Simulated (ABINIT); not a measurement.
A run of ABINIT 10.8.3 (patched build):

File run.abi:

```
# Pseudopotentials
pp_dirpath "./"
pseudos "Au.GGA_PBE-JTH.xml, Cu.GGA_PBE-JTH.xml"

# Structure
structure "poscar:POSCAR"
natom 2

# Plane-wave basis
ecut 707.496042 eV
pawecutdg 48.0

# k points
kptopt 1
ngkpt 9 9 7
nshiftk 1
shiftk 0.0 0.0 0.0

# Exchange and correlation
ixc 11

# Bands and occupations
nband 19
occopt 3
tsmear 0.05 eV

# SCF cycle
nstep 100
tolvrs 1.0e-9

# Output
iomode 3
prtwf 0
prtden 0
prteig 0
prtebands 0
```

The input POSCAR:

```
CuAu
1.0
    2.8107494552      0.0000000000      0.0000000000
    0.0000000000      2.8107494552      0.0000000000
    0.0000000000      0.0000000000      3.6850000000
Au Cu
1 1
Direct
    0.0000000000      0.0000000000      0.0000000000  Au
    0.5000000000      0.5000000000      0.5000000000  Cu
```

Potentials or basis: JTH PAW PBE v2.0.

Command:

```console
$ abinit run.abi > log 2>&1
```

Hardware: 1 thread of Arm Neoverse V1, on a shared host.

Estimate the wall time of this run.

Run time: 82 s on 1 thread of Arm Neoverse V1, on a shared host, peak memory 0.15 GiB. Counts: scf iterations 22, mpi ranks 1, k points 60, bands 19, plane waves 1260.
